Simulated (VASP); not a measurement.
# Mg (P6_3/mmc) in VASP: relaxation of cell and atoms with HF

Aim: the relaxation of cell and atoms of Mg with HF.

All numbers are computed with VASP 6.6.1; they aren't measurements. Logs are shortened: lines on timing, memory, paths and dates and some standing lists are left out, and cuts for length are marked.

## Step 1: The structure

It takes space group P6_3/mmc (No. 194, hexagonal). Conventional cell: a = 3.209 Å, b = 3.209 Å, c = 5.210 Å, α = 90.00°, β = 90.00°, γ = 120.00°. Mg (site symmetry -6m2) is surrounded by 12 Mg at 3.20 to 3.21 Å.

## Step 2: Relaxation of cell and atoms, HF

Contents of POSCAR:

```
Mg
1.0
    3.2093000000      0.0000000000      0.0000000000
   -1.6046500000      2.7793353284      0.0000000000
    0.0000000000      0.0000000000      5.2103000000
Mg
2
Direct
    0.6666666667      0.3333333333      0.7500000000
    0.3333333333      0.6666666667      0.2500000000
```

Contents of INCAR.step1:

```
ALGO = Normal
EDIFF = 1E-5
ENCUT = 600
GGA = PE
ISMEAR = -1
LASPH = True
LCHARG = False
LREAL = False
LWAVE = True
NELM = 100
PREC = Accurate
SIGMA = 0.05
```

Contents of INCAR.step2:

```
AEXX = 1.0
AGGAC = 0.0
ALDAC = 0.0
ALGO = Normal
EDIFF = 1E-6
EDIFFG = -0.01
ENCUT = 600
GGA = PE
HFRCUT = -1
IBRION = 2
ISIF = 3
ISMEAR = -1
ISTART = 1
LASPH = True
LCHARG = False
LHFCALC = True
LREAL = False
LWAVE = False
NELM = 100
NSW = 40
PREC = Accurate
PRECFOCK = Normal
SIGMA = 0.05
```

Contents of KPOINTS:

```
k-points
0
Gamma
  5 5 3
```

Potentials or basis: VASP PAW PBE potentials, release 64 (Mg).

The run is started by

```sh
$ cat potpaw_PBE.64/Mg/POTCAR > POTCAR
$ cp INCAR.step1 INCAR
$ mpirun -np 1 vasp_std > vasp.out
$ cp INCAR.step2 INCAR
$ mpirun -np 1 vasp_std > vasp.out
```

OUTCAR:

```text
AEXX = 1.0
   EDIFF = 1E-6
   EDIFFG = -0.01
   ENCUT = 600
   GGA = PE
   IBRION = 2
   ISIF = 3
   ISMEAR = -1
   ISTART = 1
   LASPH = True
   LHFCALC = True
   LREAL = False
   NELM = 100
   NSW = 40
   PREC = Accurate
   PRECFOCK = Normal

 ion  position               nearest neighbor table
   1  0.667  0.333  0.750-   2 3.20   2 3.20   2 3.20   2 3.20   2 3.20   2 3.20
   2  0.333  0.667  0.250-   1 3.20   1 3.20   1 3.20   1 3.20   1 3.20   1 3.20

  LATTYP: Found a hexagonal cell.
 ALAT       =     3.2093000000
 C/A-ratio  =     1.6235004518

  Lattice vectors:

 A1 = (   3.2093000000,   0.0000000000,   0.0000000000)
 A2 = (  -1.6046500000,   2.7793353284,   0.0000000000)
 A3 = (   0.0000000000,   0.0000000000,   5.2103000000)

Analysis of symmetry for initial positions (statically):
=====================================================================
 Subroutine PRICEL returns:
 Original cell was already a primitive cell.

 Routine SETGRP: Setting up the symmetry group for a
 hexagonal supercell.

 Subroutine GETGRP returns: Found 24 space group operations
 (whereof 12 operations were pure point group operations)
 out of a pool of 24 trial point group operations.

The static configuration has the point symmetry D_3d.
 The point group associated with its full space group is D_6h.

Analysis of symmetry for dynamics (positions and initial velocities):
=====================================================================
 Subroutine PRICEL returns:
 Original cell was already a primitive cell.

 Routine SETGRP: Setting up the symmetry group for a
 hexagonal supercell.

 Subroutine GETGRP returns: Found 24 space group operations
 (whereof 12 operations were pure point group operations)
 out of a pool of 24 trial point group operations.

The dynamic configuration has the point symmetry D_3d.
 The point group associated with its full space group is D_6h.

 Subroutine INISYM returns: Found 24 space group operations
 (whereof 12 operations are pure point group operations),
 and found     1 'primitive' translations

----------------------------------------------------------------------------------------

                                     Primitive cell

  volume of cell :      46.4744

  direct lattice vectors                    reciprocal lattice vectors
     3.209300000  0.000000000  0.000000000     0.311594429  0.179899127  0.000000000
    -1.604650000  2.779335328  0.000000000     0.000000000  0.359798255  0.000000000
     0.000000000  0.000000000  5.210300000     0.000000000  0.000000000  0.191927528

  length of vectors
     3.209300000  3.209300000  5.210300000     0.359798255  0.359798255  0.191927528

  position of ions in fractional coordinates (direct lattice)
     0.666666667  0.333333333  0.750000000
     0.333333333  0.666666667  0.250000000

  ion indices of the primitive-cell ions
   primitive index   ion index
                 1           1
                 2           2

----------------------------------------------------------------------------------------

 KPOINTS: k-points

Automatic generation of k-mesh.
 Grid dimensions read from file:
 generate k-points for:    5    5    3

 Generating k-lattice:

  Cartesian coordinates                     Fractional coordinates (reciprocal lattice)
     0.062318886  0.035979825  0.000000000     0.200000000 -0.000000000  0.000000000
     0.000000000  0.071959651  0.000000000     0.000000000  0.200000000  0.000000000
     0.000000000  0.000000000  0.063975843     0.000000000  0.000000000  0.333333333

  Length of vectors
     0.071959651  0.071959651  0.063975843

  Shift w.r.t. Gamma in fractional coordinates (k-lattice)
     0.000000000  0.000000000  0.000000000

 Subroutine IBZKPT returns following result:
 ===========================================

 Found     10 irreducible k-points:

 Following reciprocal coordinates:
            Coordinates               Weight
  0.000000  0.000000  0.000000      1.000000
  0.200000  0.000000  0.000000      6.000000
  0.400000  0.000000  0.000000      6.000000
  0.200000  0.200000  0.000000      6.000000
  0.400000  0.200000  0.000000      6.000000
  0.000000  0.000000  0.333333      2.000000
  0.200000  0.000000  0.333333     12.000000
  0.400000  0.000000  0.333333     12.000000
  0.200000  0.200000  0.333333     12.000000
  0.400000  0.200000  0.333333     12.000000
   k-points           NKPTS =     10   k-points in BZ     NKDIM =     75   number of bands    NBANDS=      6
   number of dos      NEDOS =    301   number of ions     NIONS =      2
   total plane-waves  NPLWV =  32928
   dimension x,y,z NGX =    28 NGY =   28 NGZ =   42
   dimension x,y,z NGXF=    56 NGYF=   56 NGZF=   84
   ions per type =               2
   NGX,Y,Z   is equivalent  to a cutoff of  14.50, 14.50, 13.40 a.u.
   NGXF,Y,Z  is equivalent  to a cutoff of  29.01, 29.01, 26.80 a.u.
 SYSTEM =  unknown system
   PREC   = accura    normal or accurate (medium, high low for compatibility)
   ISTART =      1    job   : 0-new  1-cont  2-samecut
   ICHARG =      0    charge: 1-file 2-atom 10-const
   ISPIN  =      1    spin polarized calculation?
   LNONCOLLINEAR =      F non collinear calculations
   LSORBIT =      F    spin-orbit coupling
   LASPH  =      T    aspherical Exc in radial PAW
   ENCUT  =  600.0 eV  44.10 Ry    6.64 a.u.   6.41  6.41 10.41*2*pi/ulx,y,z
   NELM   =    100;   NELMIN=  2; NELMDL=  0     # of ELM steps
   EDIFF  = 0.1E-05   stopping-criterion for ELM
   LREAL  =      F    real-space projection
   EDIFFG = -.1E-01   stopping-criterion for IOM
   NSW    =     40    number of steps for IOM
   IBRION =      2    ionic relax: 0-MD 1-quasi-New 2-CG
   NFREE  =      1    steps in history (QN), initial steepest desc. (CG)
   ISIF   =      3    stress and relaxation
   ISYM   =      3    0-nonsym 1-usesym 2-fastsym
   POTIM  = 0.5000    time-step for ionic-motion
   TEBEG  =    0.0;   TEEND  =   0.0 temperature during run
   PSTRESS=    0.0 pullay stress
   NELECT =       4.0000    total number of electrons
   NUPDOWN=      -1.0000    fix difference up-down
   EMIN   =  10.00;   EMAX   =-10.00  energy-range for DOS
   EFERMI =   0.00;   METHOD = LEGACY
   ISMEAR =    -1;   SIGMA  =   0.05  broadening in eV -4-tet -1-fermi 0-gaus
   EFERMI_NEDOS =   21; number of points for ismear=-14 and -15
   IALGO  =     38    algorithm
   IMIX   =      1    mixing-type and parameters
     AMIX     =   0.40;   BMIX     =  1.00
     AMIX_MAG =   1.60;   BMIX_MAG =  1.00
  volume/ion in A,a.u.               =      23.24       156.81
  Fermi-wavevector in a.u.,A,eV,Ry     =   0.722809  1.365911  7.108401  0.522453
  Thomas-Fermi vector in A             =   1.812866
   LORBIT       =      0    0 simple, 1 ext, 2 COOP (PROOUT), +10 PAW based schemes
   GGA     = PE    functional components
   LHFCALC =     T    Hartree Fock is set to
   PRECFOCK=normal    Normal, Fast or Accurate (Low or Medium for compatibility)
   ENCUT4O =  -1.0   cutoff for four orbital integrals eV
   NKREDX  =     1    reduce k-point grid by
   NKREDY  =     1    reduce k-point grid by
   NKREDZ  =     1    reduce k-point grid by
   AEXX    =    1.0000 exact exchange contribution
   HFSCREEN=    0.0000 screening length (either q_TF or 0.3 A-1)
   HFSCREENC=   0.0000 screening length for correlation (either q_TF or 0.3 A-1)
   ENCUTFOCK=  -1.0 apply spherical cutoff to Coloumb kernel
   IVDW    =     0    specifies the selected vdW correction
   LEPSILON=     F    determine dielectric tensor
   LRPA    =     F    only Hartree local field effects (RPA)
 conjugate gradient relaxation of ions
 non-spin polarized calculation
  energy-cutoff  :      600.00
  volume of cell :       46.47
 maximum number of plane-waves:      1563
 NGX is ok and might be reduce to    28
  NGX = 20; NGY = 20; NGZ = 32

--------------------------------------- Ionic step        1  -------------------------------------------

 number of electron       4.0000000 magnetization

 Free energy of the ion-electron system (eV)
  ---------------------------------------------------
  ext. energy  EPLUGINS =         0.00000000
  ---------------------------------------------------
  free energy    TOTEN  =        -1.18968493 eV

  energy without entropy =       -1.18608043  energy(sigma->0) =       -1.18788268

------------------------ aborting loop because EDIFF is reached ----------------------------------------

  FORCE on cell =-STRESS in cart. coord.  units (eV):
  Direction    XX          YY          ZZ          XY          YZ          ZX
  --------------------------------------------------------------------------------------
  -------------------------------------------------------------------------------------
  Total        0.0982665      0.0982665      0.6275413      0.0000000     -0.0000000      0.0000000
  in kB        3.3876770      3.3876770     21.6341025      0.0000000     -0.0000000      0.0000000
  external PRESSURE =       9.4698188 kB  Pullay stress =       0.0000000 kB

 VOLUME and BASIS-vectors are now :
 -----------------------------------------------------------------------------
  energy-cutoff  :      600.00
  volume of cell :       46.47
      direct lattice vectors                 reciprocal lattice vectors
     3.209300000  0.000000000  0.000000000     0.311594429  0.179899127  0.000000000
    -1.604650000  2.779335328  0.000000000     0.000000000  0.359798255  0.000000000
     0.000000000  0.000000000  5.210300000     0.000000000  0.000000000  0.191927528
[... 37 lines left out ...]
 POSITION                                       TOTAL-FORCE (eV/Angst)
 -----------------------------------------------------------------------------------
      1.60845      0.92864      3.96688        -0.000000     -0.000000      0.000000
     -0.00000      1.85728      1.32229         0.000000      0.000000     -0.000000
 -----------------------------------------------------------------------------------
    total drift:                               -0.000000      0.000000     -0.000000

  FREE ENERGIE OF THE ION-ELECTRON SYSTEM (eV)
  ---------------------------------------------------
  free  energy   TOTEN  =        -1.1956136138 eV

  energy  without entropy=       -1.1920091241  energy(sigma->0) =       -1.19381137

--------------------------------------- Ionic step        3  -------------------------------------------

 number of electron       4.0000000 magnetization

 Free energy of the ion-electron system (eV)
  ---------------------------------------------------
  ext. energy  EPLUGINS =         0.00000000
  ---------------------------------------------------
  free energy    TOTEN  =        -1.19588533 eV

  energy without entropy =       -1.19228084  energy(sigma->0) =       -1.19408308

 E-fermi :   2.6971     XC(G=0):   0.0000

 val. band max:        2.6166541012   @ k =   0.4000   0.0000   0.0000
 cond. band min:       5.4558046282   @ k =   0.2000   0.2000   0.0000
 fundamental gap:      2.8391505270
 Fermi energy:         2.6971259969

 k-point     1 :       0.0000    0.0000    0.0000
  band No.  band energies     occupation
      1      -8.9523      2.00000
      2      -0.8966      2.00000
      3      -0.4861      2.00000
      4      19.2521      0.00000
      5      19.2522      0.00000
      6      19.4017      0.00000

 k-point     2 :       0.2000    0.0000    0.0000
  band No.  band energies     occupation
      1      -7.9578      2.00000
      2       1.1546      2.00000
      3       1.5130      2.00000
      4      12.4904      0.00000
      5      16.3730      0.00000
      6      16.8101      0.00000
[... 92 lines left out ...]
 POSITION                                       TOTAL-FORCE (eV/Angst)
 -----------------------------------------------------------------------------------
      1.60958      0.92929      3.98433        -0.000000      0.000000     -0.000000
     -0.00000      1.85858      1.32811         0.000000     -0.000000      0.000000
 -----------------------------------------------------------------------------------
    total drift:                               -0.000000     -0.000000     -0.000000

  FREE ENERGIE OF THE ION-ELECTRON SYSTEM (eV)
  ---------------------------------------------------
  free  energy   TOTEN  =        -1.1958853251 eV

  energy  without entropy=       -1.1922808354  energy(sigma->0) =       -1.19408308

 reached required accuracy - stopping structural energy minimisation
```

Wall time 2.4 min (1 thread of AMD EPYC 7R43 (Zen 3), shared host); peak memory 0.16 GiB.

Results:

* Free energy: -1.1959 eV
* Relaxed volume: 23.84 Å³/atom
* Relaxed cell: a = 3.219 Å, b = 3.219 Å, c = 5.312 Å, α = 90.00°, β = 90.00°, γ = 120.00°
* Space group after relaxing (to 0.05 Å): P6_3/mmc (No. 194)
* Energy gained by relaxing: 3.1 meV/atom
* Ionic steps: 3
* Pressure after relaxing: 0.0 GPa
* Band gap on the k mesh: none (metal or under the smearing width)

Step by step:
```tsv
step	energy change (eV)	largest force (eV/Å)	pressure (GPa)	volume (Å³)
1	0.0000	0.0000	0.95	46.47
2	-0.0059	0.0000	0.19	47.40
3	-0.0062	0.0000	-0.02	47.68
```

Final structure:
```cif
data_structure
_symmetry_space_group_name_H-M 'P 1'
_symmetry_Int_Tables_number 1
_cell_length_a 3.2192
_cell_length_b 3.2192
_cell_length_c 5.3124
_cell_angle_alpha 90.000
_cell_angle_beta 90.000
_cell_angle_gamma 120.000
_cell_volume 47.68
loop_
_atom_site_label
_atom_site_type_symbol
_atom_site_fract_x
_atom_site_fract_y
_atom_site_fract_z
_atom_site_occupancy
Mg1 Mg 0.66667 0.33333 0.75000 1
Mg2 Mg 0.33333 0.66667 0.25000 1
```

Levels at points of the mesh, in eV from the Fermi level:
```
           k point  band 1  band 2  band 3  band 4  band 5  band 6
(0.00, 0.00, 0.00)  -11.65   -3.59   -3.18   16.55   16.56   16.70
```

Caveat: the k mesh is coarse (spacing up to 0.45 Å⁻¹), so the values aren't converged, least of all with exact exchange; the PAW data sets were made with another functional, which shifts forces and pressure a little.

## Step 3: The reference run

An earlier run on the cell as given: functional PBE; potentials or basis VASP PAW PBE potentials, release 64 (Mg); cutoff 520 eV; k mesh 10 × 10 × 5; occupations fermi-dirac, width 0.05 eV; no spin polarisation.

* Pressure: -0.5 GPa
* Band gap on the k mesh: none (metal or under the smearing width)
